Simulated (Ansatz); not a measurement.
SnO₂: what symmetry allows forces and stress to be

```
CELL_PARAMETERS angstrom
0.00000 2.61714 2.61714
2.65575 0.00000 2.61714
2.65575 2.61714 0.00000
ATOMIC_POSITIONS crystal
Sn 0.06867 0.93133 0.93133
O 0.21566 0.28434 0.28434
O 0.71566 0.78434 0.78434
```

Computed with Ansatz 0.2.0, DFT PBEsol, scalar-relativistic, plane waves, PAW.

Settings: cutoff 420 eV, Γ-centred mesh 12×12×12 on the computed 3-atom cell, Gaussian smearing of 0.10 eV; no spin polarisation.

This distorted cell has space group I4mm, with 8 operations.

**Question.** Without a calculation: in which directions can each atom feel a force?

**Answer.** A force must be left unchanged by every operation that keeps its atom in place, so it lies in the space that those operations leave fixed. Atoms that the group maps onto each other feel forces of one size.
```
atom site symmetry operations at the site equivalent to atom allowed force (Cartesian)
 Sn1            4mm                       8                   1   along (1.00, 0.00, 0.00)
  O2           2mm.                       4                   2   along (1.00, 0.00, 0.00)
  O3           2mm.                       4                   2   along (1.00, 0.00, 0.00)
```

That leaves 2 independent force components of 9, tied by 1 condition that the forces sum to zero, so 1 remains. A relaxation in this cell that keeps the symmetry moves the atoms in these directions alone.

**Question.** And the stress tensor?

**Answer.** It must be invariant under the point group, which leaves 2 independent components: yz, xz, xy vanish; yy = zz.

**Question.** Do the computed values obey this?

**Answer.** Yes. Forces (eV/Å):
```
Sn1  2.640  0.000  0.000
O2  -1.320  0.000  0.000
O3  -1.320  0.000  0.000
```

Stress (GPa, compression positive, xx yy zz yz xz xy): -2.81 4.69 4.69 0.00 0.00 0.00. The program imposes the same operations on density, forces and stress, so this confirms the analysis and is no independent test of the calculation.

This fluorite-type form isn't the usual stable structure of the compound.